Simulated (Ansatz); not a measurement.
# MgS: the cell at several levels of theory

One table from this session's results is given with a row withheld; the runs are named, their logs left out.

Program: Ansatz 0.2.0. PAW datasets, plane waves, zero pressure. Note: simulated data, non-magnetic, for a generated structure that need not be the stable one.

## The structure to begin with

This is the cell as the run starts from it, not yet at rest; its lengths are not the crystal's.

The symmetry is P6_3/mmc (No. 194, hexagonal); conventional cell a = 3.539 Å, c = 5.769 Å, 15.64 Å³ an atom. Mg has 6 S at 2.50 Å; S has 6 Mg at 2.50 Å.

As a file:

```cif
data_structure
_symmetry_space_group_name_H-M 'P6_3/mmc'
_symmetry_Int_Tables_number 194
_cell_length_a 3.5390
_cell_length_b 3.5390
_cell_length_c 5.7685
_cell_angle_alpha 90.000
_cell_angle_beta 90.000
_cell_angle_gamma 120.000
_cell_volume 62.57
loop_
_atom_site_label
_atom_site_type_symbol
_atom_site_symmetry_multiplicity
_atom_site_Wyckoff_symbol
_atom_site_fract_x
_atom_site_fract_y
_atom_site_fract_z
_atom_site_occupancy
Mg1 Mg 2 a 0.00000 0.00000 0.00000 1
S1 S 2 c 0.33333 0.66667 0.25000 1
```

The first run:

Input file input.yaml:

```yaml
crystal:
  lattice:
    - [3.53895759, 0.0, 0.0]
    - [-1.769478795, 3.0648271759, 0.0]
    - [0.0, 0.0, 5.7685008717]
  atoms:
    - { symbol: Mg, position: [0.0, 0.0, 0.0] }
    - { symbol: Mg, position: [0.0, 0.0, 0.5] }
    - { symbol: S, position: [0.3333333333, 0.6666666667, 0.25] }
    - { symbol: S, position: [0.6666666667, 0.3333333333, 0.75] }
kpoints:
  mp_grid: { grid: [12, 12, 4] }
hamiltonian:
  xc: pbe
scf:
  occupations: { method: fermi_dirac, width: 0.02 }
relax:
  f_tol: 0.005
  cell: {}
output:
  write_density: true
  write_potential: true
  elf: true
  volumetric_format: npy
```

Command:

```sh
$ ansatz run input.yaml --threads 2 --pin off --max-ram 2211MiB --backend cpu --events-out ev --progress --plain --runs-dir out
```

Steps of the session up to this table: Relaxation with PBE; Relaxation with r2SCAN; Relaxing with PBEsol; LDA: cell and atoms; Relaxing with HSE06.

One of the session's tables, all rows but one given; the rest of the session is left out.

| level | a (Å) | c (Å) | volume (Å³/atom) |
| --- | --- | --- | --- |
| PBE | 3.666 | 6.178 | 17.974 |
| r2SCAN | 3.645 | 6.147 | 17.687 |
| PBEsol | ? | ? | ? |
| LDA | 3.593 | 6.062 | 16.945 |
| HSE06 | 3.641 | 6.138 | 17.616 |

**Question.** Estimate the row for PBEsol.

**Answer.** a (Å): 3.629; c (Å): 6.131; volume (Å³/atom): 17.485. In the column «a (Å)» it lies between LDA (3.593) and HSE06 (3.641).

From the start to the first minimum the volume moved by +14.9 %. LDA gives the smallest cell and PBE the largest; they differ by 6.1 % in volume, a mean of 2.0 % in length. The meshes differ: PBE 12×12×4, r2SCAN 12×12×4, PBEsol 12×12×4, LDA 12×12×4, HSE06 6×6×4.
